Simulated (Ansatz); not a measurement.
# Zone-centre modes in GaN

Theory: DFT PBEsol, scalar-relativistic, plane waves, PAW in Ansatz 0.2.0. Settings: plane waves to 420 eV, k-mesh 12×12×6 (Γ-centred), Gaussian smearing 0.05 eV. No spin polarisation.

Zero of the scan (relaxed at this level):

```xyz
4
Lattice="3.1826 0.0000 0.0000 -1.5913 2.7562 0.0000 0.0000 0.0000 5.1854" Properties=species:S:1:pos:R:3 pbc="T T T"
Ga    0.0000    1.8375    5.1812
Ga    1.5913    0.9187    2.5885
N     0.0000    1.8375    1.9487
N     1.5913    0.9187    4.5414
```

Harmonic modes by finite displacements of 0.02 Å, without the LO–TO term.

(1) At this geometry, is the structure stable against these modes?

(2) List the wavenumbers in cm⁻¹.

Results:

(1) Yes: no mode is imaginary beyond 10 cm⁻¹, and only the three translations lie near zero.

(2) 0, 0, 0, 136, 136, 327, 522, 545, 545, 553, 553, 678.

Cost: 1 run of about 2.6 core-minutes, on Intel Xeon Processor @ 2.70GHz (shared hosts).